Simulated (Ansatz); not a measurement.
# C: frozen-core PAW against all-electron methods

```
C
1.0
     0.00000    1.78340    1.78340
     1.78340    0.00000    1.78340
     1.78340    1.78340    0.00000
C
2
Cartesian
  1.7834 1.7834 1.7834
  2.8751 2.6751 2.6751
```

Atom numbers follow the list: C1, C2.

The cell is COD entry 9008564, as deposited and not checked against the literature; nothing was relaxed. The listed cell was then made from it by scaling, straining or moving an atom.

All numbers are computed: DFT, PBE, PAW with Ansatz's default frozen-core files, scalar-relativistic (Ansatz 0.2.0); DFT, PBE, all-electron PAW with datasets made for the crystal, scalar-relativistic (Ansatz 0.2.0); DFT, PBE, all-electron LAPW, scalar-relativistic (Ansatz 0.2.0).

For PAW: a Γ-centred 16×16×16 k mesh, Fermi–Dirac smearing of 0.03 eV, cutoff 420 eV, no spin polarisation. The crystal-made all-electron datasets (AE datasets) take a cutoff of 620 eV at this cell. LAPW targets a basis error of 0.25 meV/atom. The Ansatz runs share mesh, smearing and spin set-up. Plane-wave (PAW) pressures include the program's estimate of the Pulay term.

Stress and pressure are positive in compression.

The change that made this cell: atom 2 (C) moved by (0.2000, 0.0000, 0.0000) Å.

In a metal, gradients converge slowly with the k mesh: the values move by tens of per cent from one mesh to another, at times in sign, so only the comparison on one mesh counts.

```
                            quantity    PAW  AE datasets   LAPW
                      pressure (GPa)  15.29        15.17  15.17
                     stress xx (GPa)   9.95         9.80   9.80
                     stress yy (GPa)  17.95        17.85  17.85
                     stress zz (GPa)  17.95        17.85  17.85
                     stress yz (GPa)  -8.11        -8.10  -8.11
               force on C1, x (eV/Å)  6.738        6.739  6.739
field gradient Vzz at C1 (10²¹ V/m²)  -0.72        -0.86      –
```

PAW's pressure differs from the LAPW value by +0.12 GPa.
